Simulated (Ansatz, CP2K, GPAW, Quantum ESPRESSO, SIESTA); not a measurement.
# Ru: 9 runs at one level of theory

```xyz
2
Lattice="2.7058 0.0000 0.0000 -1.3529 2.3433 0.0000 0.0000 0.0000 4.2819" Properties=species:S:1:pos:R:3 pbc="T T T"
Ru    1.3529    0.7811    3.2114
Ru    0.0000    1.5622    1.0705
```

Alike in all runs: task band structure; functional PBE; k mesh 11 × 11 × 6; occupations fermi-dirac, width 0.05 eV; no spin polarisation; no spin-orbit coupling. Pressure is positive in compression and, in plane waves, holds the error of the finite cutoff, which Ansatz's Pulay term estimates and takes out.

| program and potentials | plane-wave cutoff (eV) | notes | pressure (GPa) |
| --- | --- | --- | --- |
| Ansatz, Ansatz PAW | 420 | Pulay term of +0.07 GPa included | 4.58 |
| Ansatz, all-electron LAPW, scalar-relativistic | - | - | 4.52 |
| CP2K, POTENTIAL_UZH Ru GTH-PBE-q16; TZVP-MOLOPT-PBE-GTH basis | - | atomic basis | 7.40 |
| Quantum ESPRESSO, PseudoDojo 0.4.1 SR PBE standard | 1143 | - | 5.13 |
| SIESTA, files sg15-pbe-1.2, DZP (energy shift 0.003 Ry; two zetas on semicore shells) | - | atomic basis | 8.65 |
| GPAW, GPAW PAW data sets (gpaw-data 1.2.1) | 600 | - | 3.66 |
| SIESTA, files PseudoDojo sr-pbe-0.4.1-standard, DZP (energy shift 0.003 Ry; two zetas on semicore shells) | - | atomic basis | 8.17 |
| Ansatz, Ansatz NC | 1143 | Pulay term of +0.06 GPa included | 4.53 |
| Ansatz, JTH PAW | 1800 | Pulay term of +0.04 GPa included | 4.42 |

The pressure spans 3.66 (GPAW, GPAW PAW data sets (gpaw-data 1.2.1)) to 8.65 GPa (SIESTA, files sg15-pbe-1.2, DZP (energy shift 0.003 Ry; two zetas on semicore shells)), with all-electron results at 4.52. Rows in atomic bases carry the error of their basis and grid, which can be large.

Differences between rows come from potentials, basis sets and numerical settings, since the functional is the same but for its coding. Runs on potential files found faulty are left out.
